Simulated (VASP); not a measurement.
Here is a VASP 6.6.1 calculation.

Contents of INCAR:

```
SYSTEM = Ga
PREC = Accurate
ENCUT = 520
EDIFF = 1E-7
ISMEAR = -1
SIGMA = 0.05
LREAL = .False.
LASPH = .True.
NELM = 60
ALGO = Normal
ISIF = 2
LWAVE = .False.
LCHARG = .True.
GGA = PS
LELF = .True.
LVHAR = .True.
NBANDS = 20
```

The input KPOINTS:

```
Automatic mesh
0
Gamma
  10 10 8
  0 0 0
```

POSCAR

```
Ga
1.0
    1.4500000000     -4.0650000000      0.0000000000
    1.4500000000      4.0650000000      0.0000000000
    0.0000000000      0.0000000000      3.1700000000
Ga
2
Direct
    0.1330000000      0.8670000000      0.7500000000
    0.8670000000      0.1330000000      0.2500000000
```

Potentials or basis: VASP PAW PBE potentials, release 64 (Ga_d).

Run with:

```bash
$ cat potpaw_PBE.64/Ga_d/POTCAR > POTCAR
$ mpirun -np 1 vasp_std > vasp.out
```

Question: Predict the band gap on the k mesh.

Answer: None (metal or under the smearing width).

Question: What does it give for the largest force?

Answer: 0.210 eV/Å.

Stress tensor (GPa, compression positive):
```
-3.61  0.00  0.00
 0.00 -1.65  0.00
 0.00  0.00 -0.70
```

Caveat: the PAW data sets were made with another functional, which shifts forces and pressure a little.
